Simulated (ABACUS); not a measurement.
MgB2 under changes of volume

One of the cells (9.679 Å³/atom); the others are scaled copies at fixed shape and fractional positions:

```
CELL_PARAMETERS angstrom
3.08500 0.00000 0.00000
-1.54250 2.67169 0.00000
0.00000 0.00000 3.52300
ATOMIC_POSITIONS crystal
Mg 0.00000 0.00000 0.00000
B 0.66667 0.33333 0.50000
B 0.33333 0.66667 0.50000
```

```yaml
Program: ABACUS 3.10.1
Functional: PBEsol
Potentials_or_basis: PseudoDojo NC SR 0.4.1 PBEsol standard
Cutoff: 1143 eV
Density_cutoff: 4572 eV
Basis: plane waves
k_mesh: 10 × 10 × 8
Occupations: fermi-dirac, width 0.05 eV
Spin: no spin polarisation
```

```csv
volume (Å³/atom),energy over the lowest point (meV/atom),pressure (GPa)
9.098,?,?
9.292,2.54,3.8
9.485,0.00,0.4
9.679,1.34,-2.6
9.873,6.20,-5.4
10.066,14.27,-8.0
10.260,25.27,-10.3
```

Question: What does the run at 9.098 Å³/atom give?

Answer: Energy over the lowest point 9.32 meV/atom; pressure 7.4 GPa.

Worked out: A Birch-Murnaghan fit of order 3 (a polynomial in V^(-2/3)) to the other rows has its minimum at 9.51 Å³/atom with B0 = V·E''(V) = 156 GPa and B' = 3.7 at fixed shape and positions, which overstates the stiffness. It gives 9.37 meV/atom at 9.098 Å³/atom, against the run's 9.32, and -dE/dV = 7.5 GPa, against 7.4.

Energies are extrapolated to zero smearing.
